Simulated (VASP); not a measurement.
# CdSe, self-consistent run: which settings are enough?

CdSe, P1 (no. 1), 4 atoms in the cell. PBE; PAW potentials Cd, Se (PBE set). VASP 6.6.1. The atoms are moved at random off their ideal places.

Wanted: energy within 1 meV/atom; forces within 0.005 eV/Å; pressure within 0.1 GPa.

POSCAR:
```
CdSe
1.0
    4.3000000000      0.0000000000      0.0000000000
   -2.1500000000      3.7239092363      0.0000000000
    0.0000000000      0.0000000000      7.0200000000
Cd Se
2 2
Direct
    0.6617200000      0.3354790000      0.5011110000
    0.3395130000      0.6653550000      0.0012150000
    0.6720470000      0.3327820000      0.8876350000
    0.3313380000      0.6707400000      0.3821300000
```

## FFT grids and symmetry tolerance typed by hand

| FFT grids and symmetry tolerance typed by hand | Energy less reference (meV/atom) | Forces, largest deviation (eV/Å) | Pressure (GPa) | SCF iterations | Time (s) |
|---|---|---|---|---|---|
| default | 0.0 | 0.0000 | 3.20 | 16 | 56 |
| NGX, NGY, NGZ = 40, 40, 64 | 0.0 | 0.0006 | 3.20 | 16 | 126 |
| NGX, NGY, NGZ = 24, 24, 40 | 0.0 | 0.0020 | 3.20 | 16 | 28 |
| NGX, NGY, NGZ = 20, 20, 32 | 0.0 | 0.0013 | 3.20 | 16 | 25 |
| NGX, NGY, NGZ = 18, 18, 28 | -1.1 | 0.0070 | 3.28 | 16 | 24 |
| NGXF, NGYF, NGZF = 46, 46, 74 | 0.0 | 0.0020 | 3.20 | 16 | 50 |
| NGXF, NGYF, NGZF = 90, 90, 146 | 0.0 | 0.0006 | 3.20 | 16 | 59 |
| SYMPREC = 0.001 | 0.0 | 0.0000 | 3.20 | 16 | 53 |
| SYMPREC = 1e-08 | 0.0 | 0.0000 | 3.20 | 16 | 55 |
| EWALD_CUTOFF = 2.0 | -3601.8 | 2.1852 | -34.64 | 16 | 51 |
| EWALD_CUTOFF = 8.0 | 0.0 | 0.0000 | 3.20 | 16 | 54 |

Chosen: NGX, NGY, NGZ = 20, 20, 32, the fastest of those that stay within half of the tolerance.

## The input

INCAR:
```
ALGO = Normal
EDIFF = 1E-7
ENCUT = 450
ISIF = 2
ISMEAR = 0
LASPH = True
LCHARG = False
LREAL = False
LWAVE = False
NELM = 100
NGX = 20
NGY = 20
NGZ = 32
PREC = Accurate
SIGMA = 0.02
```

KPOINTS:
```
k-points
0
Gamma
  6 6 3
```

Commands:
```
cat potpaw_PBE.64/Cd/POTCAR potpaw_PBE.64/Se/POTCAR > POTCAR
mpirun -np 1 vasp_std > vasp.out
```

The chosen input took VASP 6.6.1 25 s on 1 core (Intel Xeon 6975P-C (Granite Rapids)), a shared host.

## An input that fails: an FFT grid typed too coarse

It runs to its end, but against the unchanged starting input it is off by 90.0 meV/atom in the energy, 0.2634 eV/Å in the forces, 1.40 GPa in the pressure.

Changes against the starting input:
```
+ NGX = 12
+ NGY = 12
+ NGZ = 18
```
